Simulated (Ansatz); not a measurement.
# GaN: a strain scan

Aim: for GaN, see how energy and stress answer to the strain pattern (0, 0, 1, 0, 0, 0).

Program: Ansatz 0.2.0. Level of theory: DFT r2SCAN, scalar-relativistic, plane waves, PAW. These are calculated values, not measurements.

## (1) The starting structure

Symmetry: F-43m, No. 216, cubic system. Conventional cell: a = 4.507 Å, b = 4.507 Å, c = 4.507 Å, α = 90.00°, β = 90.00°, γ = 90.00°. Around Ga (site symmetry -43m) lie 4 N at 1.95 Å. N (site symmetry -43m) has 4 Ga at 1.95 Å in its first shell of neighbours.

As a file:

```
Ga N
1.0
     0.00000    2.25350    2.25350
     2.25350    0.00000    2.25350
     2.25350    2.25350    0.00000
Ga N
1 1
Direct
  0.00000 0.00000 0.00000
  0.75000 0.75000 0.75000
```

It goes back to an entry of the Materials Project.

The cell is taken as given, not relaxed at this level.

## (2) Zero of energy

The reference gives a free energy of -4176.3726 eV, pressure -1.18 GPa, largest force 0.000 eV/Å and gap on the mesh 2.13 eV. It was computed beforehand with the settings of the runs below.

## (3) Setting up a strain scan

The cell is strained by ε times the Voigt pattern (0, 0, 1, 0, 0, 0) (xx, yy, zz, yz, xz, xy; engineering shear), with fractional coordinates fixed (clamped ions). The stress on the pattern is the sum of the stress components weighted by it, tension positive.

## (4) Point ε = -0.1000

Input file input.yaml:

```yaml
crystal:
  lattice:
    - [0.0, 2.2535006075, 2.0281505468]
    - [2.2535006075, 0.0, 2.0281505468]
    - [2.2535006075, 2.2535006075, 0.0]
  atoms:
    - { symbol: Ga, position: [0.0, 0.0, 0.0] }
    - { symbol: "N", position: [0.75, 0.75, 0.75] }
basis:
  ecutwfc: 500
kpoints:
  mp_grid: { grid: [10, 10, 10] }
hamiltonian:
  xc: r2scan
scf:
  occupations: { method: gaussian, width: 0.05 }
output:
  forces: true
  stress: true
  eigenvalues: true
```

Started as:

```
> ansatz run input.yaml --threads 1 --pin off --max-ram 2560MiB --backend cpu --events-out ev --progress --plain --runs-dir out
```

## (5) ε = 0.0750

input.yaml: that of step 4 with these lines changed.

```diff
@@ -2,4 +2,4 @@
   lattice:
-    - [0.0, 2.2535006075, 2.0281505468]
-    - [2.2535006075, 0.0, 2.0281505468]
+    - [0.0, 2.2535006075, 2.4225131531]
+    - [2.2535006075, 0.0, 2.4225131531]
     - [2.2535006075, 2.2535006075, 0.0]
```

## (6) ε = -0.0500

input.yaml: that of step 5 with these lines changed.

```diff
@@ -2,4 +2,4 @@
   lattice:
-    - [0.0, 2.2535006075, 2.4225131531]
-    - [2.2535006075, 0.0, 2.4225131531]
+    - [0.0, 2.2535006075, 2.1408255771]
+    - [2.2535006075, 0.0, 2.1408255771]
     - [2.2535006075, 2.2535006075, 0.0]
```

## (7) ε = 0.0250

input.yaml: that of step 6 with these lines changed.

```diff
@@ -2,4 +2,4 @@
   lattice:
-    - [0.0, 2.2535006075, 2.1408255771]
-    - [2.2535006075, 0.0, 2.1408255771]
+    - [0.0, 2.2535006075, 2.3098381227]
+    - [2.2535006075, 0.0, 2.3098381227]
     - [2.2535006075, 2.2535006075, 0.0]
```

## (8) ε = 0.1000

input.yaml: that of step 7 with these lines changed.

```diff
@@ -2,4 +2,4 @@
   lattice:
-    - [0.0, 2.2535006075, 2.3098381227]
-    - [2.2535006075, 0.0, 2.3098381227]
+    - [0.0, 2.2535006075, 2.4788506683]
+    - [2.2535006075, 0.0, 2.4788506683]
     - [2.2535006075, 2.2535006075, 0.0]
```

## (9) At ε = -0.0750

input.yaml: that of step 8 with these lines changed.

```diff
@@ -2,4 +2,4 @@
   lattice:
-    - [0.0, 2.2535006075, 2.4788506683]
-    - [2.2535006075, 0.0, 2.4788506683]
+    - [0.0, 2.2535006075, 2.0844880619]
+    - [2.2535006075, 0.0, 2.0844880619]
     - [2.2535006075, 2.2535006075, 0.0]
```

## (10) Point ε = 0.0500

input.yaml: that of step 9 with these lines changed.

```diff
@@ -2,4 +2,4 @@
   lattice:
-    - [0.0, 2.2535006075, 2.0844880619]
-    - [2.2535006075, 0.0, 2.0844880619]
+    - [0.0, 2.2535006075, 2.3661756379]
+    - [2.2535006075, 0.0, 2.3661756379]
     - [2.2535006075, 2.2535006075, 0.0]
```

## (11) ε = -0.0250

input.yaml: that of step 10 with these lines changed.

```diff
@@ -2,4 +2,4 @@
   lattice:
-    - [0.0, 2.2535006075, 2.3661756379]
-    - [2.2535006075, 0.0, 2.3661756379]
+    - [0.0, 2.2535006075, 2.1971630923]
+    - [2.2535006075, 0.0, 2.1971630923]
     - [2.2535006075, 2.2535006075, 0.0]
```

## (12) At ε = 0.0875

input.yaml: that of step 11 with these lines changed.

```diff
@@ -2,4 +2,4 @@
   lattice:
-    - [0.0, 2.2535006075, 2.1971630923]
-    - [2.2535006075, 0.0, 2.1971630923]
+    - [0.0, 2.2535006075, 2.4506819107]
+    - [2.2535006075, 0.0, 2.4506819107]
     - [2.2535006075, 2.2535006075, 0.0]
```

(Steps that only read results are left out.)

**Question.** What will these runs give? Wanted: slope of the stress at ε = 0, over ±0.0250.

The runs gave:

| quantity | value |
| --- | --- |
| slope of the stress at ε = 0, over ±0.0250 | 280 GPa |

**Reading.** From the stress slope, C33 is about 280 GPa with the ions clamped; letting the atoms relax could not make it stiffer. The reference stands under -1.2 GPa, so this is no zero-stress constant. The undisturbed cell stays the lowest of the sampled points. The gap on the mesh stays between 1.27 and 2.55 eV.
